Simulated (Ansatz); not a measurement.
# PtSe2 (Sudovikovite) (P-3m1) in Ansatz: notebook, part 2 of 2

Ansatz 0.2.0.

### 3 Relaxation of cell and atoms, BLYP

File input.yaml:

```yaml
crystal:
  lattice:
    - [3.724, 0.0, 0.0]
    - [-1.862, 3.2250786037, 0.0]
    - [0.0, 0.0, 5.062]
  atoms:
    - { symbol: Pt, position: [0.0, 0.0, 0.0] }
    - { symbol: Se, position: [0.6666666667, 0.3333333333, 0.75] }
    - { symbol: Se, position: [0.3333333333, 0.6666666667, 0.25] }
hamiltonian:
  xc: blyp
  pseudopotentials: { kind: paw }
kpoints:
  mp_grid: { grid: [8, 8, 5] }
scf:
  occupations: { method: fermi_dirac, width: 0.05 }
output:
  forces: true
  stress: true
  write_density: true
  write_potential: true
  elf: true
  volumetric_format: npy
relax:
  f_tol: 0.01
  max_steps: 40
  cell: { stress_tol: 0.05 }
```

Potentials or basis: Ansatz PAW.

Command:

```console
> ansatz run input.yaml --threads 2 --pin off --max-ram 5120MiB --backend cpu --events-out ev --progress --plain --runs-dir out
```

Log:

```text
Warning: RAYON_NUM_THREADS=2 ignored (pool sized by the plan → 2); use --threads N
Engine: ansatz 0.2.0, x86_64-unknown-linux-gnu
Pseudopotentials: kind: paw
Pseudopotential: Pt, paw, valence charge 18, recommended cutoff 420 eV (normal), Pt.paw.azcp
Pseudopotential: Se, paw, valence charge 16, recommended cutoff 420 eV (normal), Se.paw.azcp
Functional definition: BLYP
  parameter beta = 0.0042
  parameter a = 0.04918
  parameter b = 0.132
  parameter c = 0.2533
  parameter d = 0.349
  exchange = b88_x(beta = beta)
  correlation = lyp_c(a = a, b = b, c = c, d = d)
Crystal: 3 atoms, lattice volume = 60.796 Å³
Basis set: ecut = 420 eV, 1205 PW (Γ), exchange–correlation on 50×50×72 points (8 copies of the dense FFT grid, shifted against one another)
Bands: 30, of which v1, the nominal top of the filled ones, is band 25 counted from 1 (24 counted from 0)
Symmetry: 12 space group operations
Space group: P-3m1 (ITA 164), of the structure as read, at distance tolerance 3.9e-5 Å
k-points: 40 of 320
Non-local potential: Pt, projectors of the file, l = 0: 3, l = 1: 2, l = 2: 2, l = 3: 1
Non-local potential: Se, projectors of the file, l = 0: 2, l = 1: 2, l = 2: 3, l = 3: 1
PAW form: soft (Blöchl's): semilocal exchange-correlation on the pseudo side does not see the compensation charge
PAW frozen core: Pt, regenerated for the run's functional, and the local potential with it (the file was generated under x = pbe(κ = 0.804, μ = 0.2195149727645171), c = pbe(β = 0.06672455060314922))
PAW frozen core: Se, regenerated for the run's functional, and the local potential with it (the file was generated under x = pbe(κ = 0.804, μ = 0.2195149727645171), c = pbe(β = 0.06672455060314922))
PAW one-centre angular grid: Pt, 590 points (default); XC on 64 Gauss nodes
PAW one-centre angular grid: Se, 590 points (default); XC on 64 Gauss nodes
Initial density: superposition of atomic densities (neutral atoms: chi_scale 0, normalization atom), corrected by the library's trained network
Initial wavefunctions: pseudopotential atomic-orbital guess
Functional: x = b88, c = lyp
SCF iter   1: F=—  HF=-23510.196946 eV  |F-HF|=—  |Δ(HF+E_count)|=         —  Δρ=9.46e-3  dr2=5.39e-2  ethr=1.77e-3  ⟨swp⟩=6.0  Hψ=4718  notcnv=0
preconditioner: auto → Resta (q_TF=auto, 2.641 Å⁻¹)  ε∞=5.7  [insulator: Δε(μ)=0.180 eV  Ē_g=10.262 eV  σ=0.050 eV  W_gap=0.71  n_scr=22 (ndim 8)  ℏωp=22.3 eV  f_vac=0.035  D(μ)=0.37/eV (n_scr^D=0)  ε∞_Penn≈5.7]
SCF iter   2: F=—  HF=-23510.185075 eV  |F-HF|=—  |Δ(HF+E_count)|=   1.19e-2  Δρ=4.43e-3  dr2=1.34e-2  ethr=1.08e-4  ⟨swp⟩=2.1  Hψ=1749  notcnv=0  defer=5
SCF iter   3: F=—  HF=-23510.181009 eV  |F-HF|=—  |Δ(HF+E_count)|=   4.07e-3  Δρ=2.18e-3  dr2=4.04e-3  ethr=2.68e-5  ⟨swp⟩=2.0  Hψ=1725  notcnv=0  defer=5
SCF iter   4: F=—  HF=-23510.180063 eV  |F-HF|=—  |Δ(HF+E_count)|=   9.46e-4  Δρ=5.46e-4  dr2=1.46e-4  ethr=8.08e-6  ⟨swp⟩=2.0  Hψ=1738  notcnv=0  defer=5
[... 455 lines left out ...]
WARN: The output density's exchange-correlation potential varies sharply where the density is thin. Do not read a vacuum level from v_tot or v_xc, or from such a field of the output density. On a cell that repeats whose density bears no net charge and no dipole along the vacuum's axis use v_es (v_loc + v_h of the components); under efield.dipole_correction with no amplitude use v_es + v_field, which holds any external_charges[].barrier, or the levels of the report's work_function block, which leave it out; under a non-zero efield.amplitude the vacuum is tilted and has no level; on a cell that repeats and bears such a dipole with no correction it is tilted too, and efield.dipole_correction with no amplitude gives each side of its ramp a level where efield: is served; in a cell that repeats whose density bears a net charge (total_charge, or a fill off its count) it is curved and has none; of a slab under crystal.periodic whose density bears no net charge use v_es, which has a level on each side, short of where the two are joined; of another it falls or rises all the way out and has none; of a slab beside external_charges read slab_vacuum_level instead, which it has where they leave it neutral. The grid or the basis barely resolves most such structure, and the values can differ between equally converged runs; as a rule a tighter scf.convergence.dr2_threshold does not remove it. Where the density itself ripples (under the LDA too) a higher basis.ecutwfc lessens it. The files hold the spikes' plane waves up to the density's cutoff. Files: v_tot_of_output_density and the like, and their columns of v_z.tsv (output.write_potential); v_xc_of_output_density and the like, and their columns of v_comp_z.tsv (output.write_potential_components). Measured: with its Gaussian average of σ = 0.25 Å subtracted twice, the exchange-correlation potential is over 0.1 eV at 5335 of the grid points where the equally averaged density (valence and model cores) is under 1e-3 e/Å³, and 7.50 eV at the most among them, at an averaged density of 2.3e-4 e/Å³. The input density's (outcome.potential() and, of a run that writes arrays, v_tot and v_xc) is over 0.1 eV, so measured, at 5335 points of its own thin density, 7.49 eV at the most. See output.write_potential in the manual, Limitations
SCF converged after 11 iterations
Free energy (F): -23510.650333 eV
Harris-Foulkes:  -23510.650333 eV  (|F-HF|=2.18e-11)
Internal energy: -23510.650332 eV  (E = F + TS)
E sigma→0 (E₀):  -23510.650332 eV
Entropy (-TS):   -0.000001 eV (-0.000 meV/atom)
Fermi energy:    4.595832 eV
--- Per-component energies (eV) ---
  E_band       = -1356.248951
  E_kinetic    = 872.019225
  E_local      = -15040.567644  (includes V_loc(G=0)·N_el)
  E_nonlocal   = -998.449273
  E_hartree    = 7074.458266
  E_xc         = -462.683781
  E_vxc        = -487.385413  (∫ρ·V_xc dr)
  E_paw        = -13332.989325  (= ΣΔE_a)
  E_vpaw       = 149.218525  (= ΣTr[D̂ρ^β])
  E_aug_tail   = -0.001048  (compensation charges beyond the density's cutoff)
  E_ewald      = -1623.098925
  E_core_change = 0.662173  (= ΣΔE_core)
  E_smearing   = -0.000001  (= −TS)
  E_closure    = 0.000000  (closes the sum)
  Σ components = -23510.650333   (vs F -23510.650333, Δ=0.00e0)
--- Forces (eV/Å), atoms counted from 1 ---
  atom   1  Pt     0.00000000     0.00000000     0.00000000
  atom   2  Se     0.00000000     0.00000000     0.00167456
  atom   3  Se    -0.00000000    -0.00000000    -0.00167456
  max |Σ_I F_I| component: 5.78e-19 eV/Å
--- Stress (GPa, compression-positive) ---
       -0.029224      -0.000000      -0.000000
       -0.000000      -0.029224      -0.000000
       -0.000000      -0.000000       0.025729
  P = ⅓ Tr σ = -0.0109 GPa (-0.109 kbar)
--- Band table (eV; the first three rows and the last of 40) ---
  k-point 0: bands = ["-94.3107", "-48.4918", "-48.4918", "-48.4079", "-43.3353", "-43.3353", "-43.3343", "-43.3343", "-43.3030", "-43.3030", "-43.3010", "-43.3010", "-43.2897", "-43.2894", "-9.6109", "-8.1096", "-0.6686", "-0.6686", "-0.6586", "1.4154", "1.4154", "2.7905", "3.4723", "3.9251", "3.9251", "6.6489", "6.6489", "8.0180", "9.6260", "10.6638"]
  k-point 1: bands = ["-94.3107", "-48.4918", "-48.4918", "-48.4079", "-43.3354", "-43.3354", "-43.3343", "-43.3343", "-43.3030", "-43.3030", "-43.3010", "-43.3010", "-43.2897", "-43.2894", "-9.6109", "-8.1098", "-0.6686", "-0.6686", "-0.6560", "1.4153", "1.4153", "2.7951", "3.4480", "3.9250", "3.9250", "6.6491", "6.6491", "8.1771", "9.6224", "10.2131"]
  k-point 2: bands = ["-94.3107", "-48.4918", "-48.4918", "-48.4079", "-43.3353", "-43.3353", "-43.3343", "-43.3343", "-43.3030", "-43.3030", "-43.3010", "-43.3010", "-43.2897", "-43.2894", "-9.6107", "-8.1100", "-0.6686", "-0.6686", "-0.6518", "1.4153", "1.4153", "2.8033", "3.4087", "3.9250", "3.9250", "6.6493", "6.6493", "8.5681", "9.4856", "9.6807"]
  k-point 39: bands = ["-94.3106", "-48.4973", "-48.4956", "-48.4074", "-43.3352", "-43.3349", "-43.3347", "-43.3341", "-43.3032", "-43.3019", "-43.3018", "-43.3013", "-43.2893", "-43.2893", "-8.2562", "-8.2469", "-1.0480", "-0.4036", "-0.0603", "0.7362", "0.8140", "1.7399", "1.9801", "2.9521", "3.1599", "5.5775", "5.8245", "9.6582", "11.5888", "11.6333"]
--- Relaxed structure (29 steps of the walk, 28 accepted, 5 SCFs on fresh bases) ---
  F+E_penalty+E_count = -23510.65033254 eV   max|allowed force component| = 1.675e-3 eV/Å   (the final SCF, on the basis selected at the relaxed cell)
  cell:  # Å, volume = 115.4845 Å³
    - [3.820364408169774, -3.599370649098376e-32, 8.072743884020895e-32]
    - [-1.910182204084887, 3.3085326291889268, -7.195641962032692e-32]
    - [8.659144802611119e-32, -3.3219473283102335e-32, 9.136574454392369]
  atoms:
    - { symbol: Pt, position: [-6.768214828678324e-35, 9.460423350003723e-36, -1.8562660664179594e-19] }
    - { symbol: Se, position: [0.6666666666666666, 0.3333333333333333, 0.8544294966111694] }
    - { symbol: Se, position: [0.3333333333333333, 0.6666666666666666, 0.14557050338883065] }
```

rho_z.tsv:

```text
# z_ang	rho[e/angstrom^3]
# format = ansatz-planar-average/11
# lattice	3.820364408	-0.000000000	0.000000000
# lattice	-1.910182204	3.308532629	-0.000000000
# lattice	0.000000000	-0.000000000	9.136574454
# sites	3
# site	78	-0.000000000	0.000000000	-0.000000000
# site	34	1.910182204	1.102844210	7.806558712
# site	34	-0.000000000	2.205688419	1.330015743
0.000000	1.323505e0
0.142759	1.260590e0
0.285518	1.100535e0
0.428277	8.988033e-1
0.571036	7.109842e-1
0.713795	6.026084e-1
[... 56 lines left out ...]
8.851057	1.100535e0
8.993815	1.260590e0
```

It took 28 s on 2 threads of AMD EPYC 9R45 (Zen 5), shared host; peak memory 0.54 GiB.

Results:

| Property | Result |
| --- | --- |
| Free energy | -23510.6503 eV |
| Relaxed volume | 38.49 Å³/atom |
| Relaxed cell | a = 3.820 Å, b = 3.820 Å, c = 9.137 Å, α = 90.00°, β = 90.00°, γ = 120.00° |
| Space group after relaxing (to 0.05 Å) | P-3m1 (No. 164) |
| Energy gained by relaxing | 156.8 meV/atom |
| Ionic steps | 33 |
| Pressure after relaxing | 0.0 GPa |
| Band gap on the k mesh | 1.29 eV, indirect (least direct gap 1.44 eV) |

The path:
```csv
step,energy change (eV),largest force (eV/Å),volume (Å³)
1,0.0000,1.0276,60.80
2,-0.3086,0.3541,69.69
3,-0.3422,0.3087,73.22
4,-0.3794,0.1625,74.90
5,-0.3875,0.0172,76.05
6,-0.3880,0.0156,75.45
7,-0.3881,0.0012,75.46
8,-0.4065,0.0061,75.46
9,-0.4179,0.0072,77.19
10,-0.4313,0.0238,80.11
11,-0.4392,0.0198,83.03
12,-0.4400,0.0325,86.06
13,-0.4407,0.0017,85.43
14,-0.4407,0.0074,85.24
15,-0.4467,0.0055,85.24
16,-0.4497,0.0053,86.83
17,-0.4538,0.0271,89.95
18,-0.4565,0.0207,92.93
19,-0.4562,0.0243,96.13
20,-0.4568,0.0078,95.06
21,-0.4603,0.0091,95.06
22,-0.4617,0.0051,96.82
23,-0.4635,0.0060,100.14
24,-0.4646,0.0083,102.97
25,-0.4646,0.0089,103.35
26,-0.4645,0.0005,104.73
27,-0.4645,0.0022,104.89
28,-0.4669,0.0033,104.89
29,-0.4673,0.0012,106.09
30,-0.4681,0.0154,109.20
31,-0.4685,0.0198,112.30
32,-0.4681,0.0008,115.48
33,-0.4703,0.0017,115.48
```

Final structure:
```
Pt Se
1.0
     3.82036    0.00000    0.00000
    -1.91018    3.30853    0.00000
     0.00000    0.00000    9.13657
Pt Se
1 2
Direct
  0.00000 0.00000 0.00000
  0.66667 0.33333 0.85443
  0.33333 0.66667 0.14557
```

Caveat: the volume moved by over 15 % at a fixed basis, so the end points are rough; odd divisions of the mesh miss points on the zone boundary, where band edges often lie, so the gap on the mesh can be too wide; the plane-wave basis is chosen anew once the cell has moved, so the energies of steps on either side of that aren't comparable; spin-orbit coupling is left out, which moves the levels of the heavy elements; the volume moved by +90 % from the deposited cell, more than functionals usually miss; the PAW data sets come from PBE, with cores solved anew for the run's functional, which leaves a small shift of forces and pressure.

### 4 Relaxation of cell and atoms, SVWN5

input.yaml: that of step 3 with these lines changed.

```diff
@@ -10,3 +10,3 @@
 hamiltonian:
-  xc: blyp
+  xc: { exchange: slater, correlation: vwn5 }
   pseudopotentials: { kind: paw }
@@ -19,6 +19,2 @@
   stress: true
-  write_density: true
-  write_potential: true
-  elf: true
-  volumetric_format: npy
 relax:
```

Potentials or basis: Ansatz PAW.

Command:

```console
> ansatz run input.yaml --threads 2 --pin off --max-ram 5120MiB --backend cpu --events-out ev --progress --plain --runs-dir out
```

Log:

```text
Warning: RAYON_NUM_THREADS=2 ignored (pool sized by the plan → 2); use --threads N
[... 4 set-up lines as earlier in the session ...]
Functional definition: unnamed
  exchange = slater_x
  correlation = vwn5_c
Crystal: 3 atoms, lattice volume = 60.796 Å³
Basis set: ecut = 420 eV, 1205 PW (Γ)
Bands: 30, of which v1, the nominal top of the filled ones, is band 25 counted from 1 (24 counted from 0)
[... 2 set-up lines as earlier in the session ...]
k-points: 40 of 320
[... 9 set-up lines as earlier in the session ...]
Functional: x = slater, c = vwn5
SCF iter   1: F=—  HF=-23014.405741 eV  |F-HF|=—  |Δ(HF+E_count)|=         —  Δρ=5.15e-3  dr2=7.54e-3  ethr=1.77e-3  ⟨swp⟩=5.9  Hψ=4681  notcnv=0
preconditioner: auto → LDOS  [insulator: Δε(μ)=0.148 eV  Ē_g=10.126 eV  σ=0.050 eV  W_gap=0.50  n_scr=22 (ndim 8)  ℏωp=22.3 eV  f_vac=0.035  D(μ)=0.72/eV (n_scr^D=2)  ε∞_Penn≈5.9  β→1.0]
SCF iter   2: F=—  HF=-23014.405970 eV  |F-HF|=—  |Δ(HF+E_count)|=   2.28e-4  Δρ=1.80e-3  dr2=2.82e-3  ethr=1.51e-5  ⟨swp⟩=2.0  Hψ=2553  notcnv=0  defer=5
SCF iter   3: F=—  HF=-23014.405100 eV  |F-HF|=—  |Δ(HF+E_count)|=   8.70e-4  Δρ=5.09e-4  dr2=2.45e-4  ethr=5.64e-6  ⟨swp⟩=2.2  Hψ=2030  notcnv=0  defer=5
[... 62 lines left out ...]
SCF iter   5: F=—  HF=-23014.441045 eV  |F-HF|=—  |Δ(HF+E_count)|=  1.53e-10  Δρ=1.62e-6  dr2=1.21e-9  ethr=1.51e-11  ⟨swp⟩=2.0  Hψ=1363  notcnv=0
SCF iter   6: F=—  HF=-23014.441045 eV  |F-HF|=—  |Δ(HF+E_count)|=  3.13e-10  Δρ=3.14e-7  dr2=4.34e-11  ethr=2.42e-12  ⟨swp⟩=2.7  Hψ=2074  notcnv=0
SCF iter   7: F=-23014.441045 eV  HF=-23014.441045 eV  |F-HF|=7.28e-12  |Δ(HF+E_count)|=    0.00e0  Δρ=4.68e-8  dr2=1.42e-12  ethr=1.00e-12  ⟨swp⟩=5.0  Hψ=4849  notcnv=0
SCF 6 converged in 7 iterations: F = -23014.441045 eV  dr2 = 1.42e-12
relax step   6: F+E_penalty+E_count = -23014.44104529 eV  Δ(F+E_penalty+E_count) = +7.404e-4 eV  max|allowed force component| = 5.646e-3 eV/Å  Δτ_max = 0.0000 Å  P = +0.025 GPa  Ω = 57.600 Å³  stress off target by 2.92e-2 GPa  SCF on the basis re-selected at this cell (its energy is not comparable with the rows above)  (7 SCF iters)
basis re-selected at this cell: Δ(F+E_penalty+E_count) = +7.404e-4 eV, ΔP = -0.001 GPa vs the last step (what re-selecting the basis moved, of the pressure what is left beyond the Pulay correction that the steps carried, after the strain that the cell walked since its last selection, with what the two solves' SCF thresholds leave and, on support functions, any second-order correction that the steps lacked; it is no measure of the basis error at this ecutwfc). The dense FFT grid was sized anew with the basis: this SCF ran on 25×25×32 points, the steps before it on 25×25×36, so part of this shift can come from that change (see relax.cell in the input reference). This SCF's stress stands 2.92e-2 GPa from its target on what of the cell is left free (relax.cell.stress_tol is 5.00e-2 GPa) and its largest allowed force component is 5.65e-3 eV/Å (relax.f_tol is 1.00e-2 eV/Å): within both
SCF converged after 7 iterations
Free energy (F): -23014.441045 eV
Harris-Foulkes:  -23014.441045 eV  (|F-HF|=7.28e-12)
Internal energy: -23014.437339 eV  (E = F + TS)
E sigma→0 (E₀):  -23014.439192 eV
Entropy (-TS):   -0.003706 eV (-1.235 meV/atom)
Fermi energy:    13.996528 eV
--- Per-component energies (eV) ---
  E_band       = -929.934413
  E_kinetic    = 878.094932
  E_local      = -6397.947178  (includes V_loc(G=0)·N_el)
  E_nonlocal   = -969.353608
  E_hartree    = 2966.478352
  E_xc         = -469.165668
  E_vxc        = -501.790357  (∫ρ·V_xc dr)
  E_paw        = -12834.866982  (= ΣΔE_a)
  E_vpaw       = 128.106165  (= ΣTr[D̂ρ^β])
  E_aug_tail   = -0.001053  (compensation charges beyond the density's cutoff)
  E_ewald      = -6192.579543
  E_core_change = 4.903408  (= ΣΔE_core)
  E_smearing   = -0.003706  (= −TS)
  E_closure    = -0.000000  (closes the sum)
  Σ components = -23014.441045   (vs F -23014.441045, Δ=0.00e0)
--- Forces (eV/Å), atoms counted from 1 ---
  atom   1  Pt     0.00000000     0.00000000     0.00000000
  atom   2  Se     0.00000000    -0.00000000    -0.00564551
  atom   3  Se    -0.00000000     0.00000000     0.00564551
  max |Σ_I F_I| component: 4.34e-30 eV/Å
--- Stress (GPa, compression-positive) ---
        0.029243      -0.000000       0.000000
       -0.000000       0.029243       0.000000
       -0.000000       0.000000       0.016932
  P = ⅓ Tr σ = 0.0251 GPa (0.251 kbar)
--- Relaxed structure (5 steps of the walk, 5 accepted, 1 SCFs on fresh bases) ---
  F+E_penalty+E_count = -23014.44104529 eV   max|allowed force component| = 5.646e-3 eV/Å   (the final SCF, on the basis selected at the relaxed cell)
  cell:  # Å, volume = 57.6005 Å³
    - [3.737664918371477, 1.3832040923477715e-33, 4.377612951606134e-33]
    - [-1.8688324591857386, 3.2369127701435896, -1.1350689533867568e-32]
    - [1.1239739376331304e-32, -2.0165414763417928e-32, 4.7609614657052814]
  atoms:
    - { symbol: Pt, position: [-2.107160950920762e-34, 4.976441871782886e-35, -6.816721619308173e-35] }
    - { symbol: Se, position: [0.6666666666666665, 0.33333333333333326, 0.7345723135848847] }
    - { symbol: Se, position: [0.33333333333333326, 0.6666666666666665, 0.26542768641511527] }
```

Wall time 3.8 s (2 threads of AMD EPYC 9R45 (Zen 5), shared host); peak memory 0.45 GiB.

What came out:

* Free energy: -23014.4410 eV
* Relaxed volume: 19.20 Å³/atom
* Relaxed cell: a = 3.738 Å, b = 3.738 Å, c = 4.761 Å, α = 90.00°, β = 90.00°, γ = 120.00°
* Space group after relaxing (to 0.05 Å): P-3m1 (No. 164)
* Energy gained by relaxing: 12.0 meV/atom
* Ionic steps: 6
* Pressure after relaxing: 0.0 GPa
* Largest force after relaxing: 0.006 eV/Å

Forces on the atoms (eV/Å):
```
Pt   0.000  0.000  0.000
Se   0.000  0.000 -0.006
Se   0.000  0.000  0.006
```

The path:
```csv
step,energy change (eV),largest force (eV/Å),volume (Å³)
1,0.0000,0.1895,60.80
2,-0.0120,0.2888,56.53
3,-0.0326,0.0479,58.40
4,-0.0336,0.1928,57.41
5,-0.0368,0.0054,57.60
6,-0.0360,0.0056,57.60
```

Final structure:
```
CELL_PARAMETERS angstrom
3.73766 0.00000 0.00000
-1.86883 3.23691 0.00000
0.00000 0.00000 4.76096
ATOMIC_POSITIONS crystal
Pt 0.00000 0.00000 0.00000
Se 0.66667 0.33333 0.73457
Se 0.33333 0.66667 0.26543
```

Caveat: the plane-wave basis is chosen anew once the cell has moved, so the energies of steps on either side of that aren't comparable; the PAW data sets come from PBE, with cores solved anew for the run's functional, which leaves a small shift of forces and pressure. Spin-orbit coupling is left out, which matters for the levels of Pt.

### 5 The runs side by side

| level | U | hubbard projectors | double counting | pressure (GPa) | relaxed volume (Å³/atom) |
| --- | --- | --- | --- | --- | --- |
| PBEsol+U | Pt d U = 8 eV | ortho-atomic (the default) | fll (the default) | 0.0 | 19.33 |
| BLYP | - | - | - | 0.0 | 38.49 |
| SVWN5 | - | - | - | 0.0 | 19.20 |

Alike in all rows: task relaxation of cell and atoms; potentials or basis Ansatz PAW; no spin polarisation; cell relaxed; k mesh 8 × 8 × 5; cutoff (eV) 420; smearing fermi-dirac 0.05 eV.

Caveats: the plane-wave basis is chosen anew once the cell has moved, so the energies of steps on either side of that aren't comparable; the PAW data sets come from PBE, with cores solved anew for the run's functional, which leaves a small shift of forces and pressure; the volume moved by over 15 % at a fixed basis, so the end points are rough (some runs); odd divisions of the mesh miss points on the zone boundary, where band edges often lie, so the gap on the mesh can be too wide (some runs); spin-orbit coupling is left out, which moves the levels of the heavy elements (some runs); the volume moved by +90 % from the deposited cell, more than functionals usually miss (some runs).

Absolute energies hang on the potentials; compare differences alone.
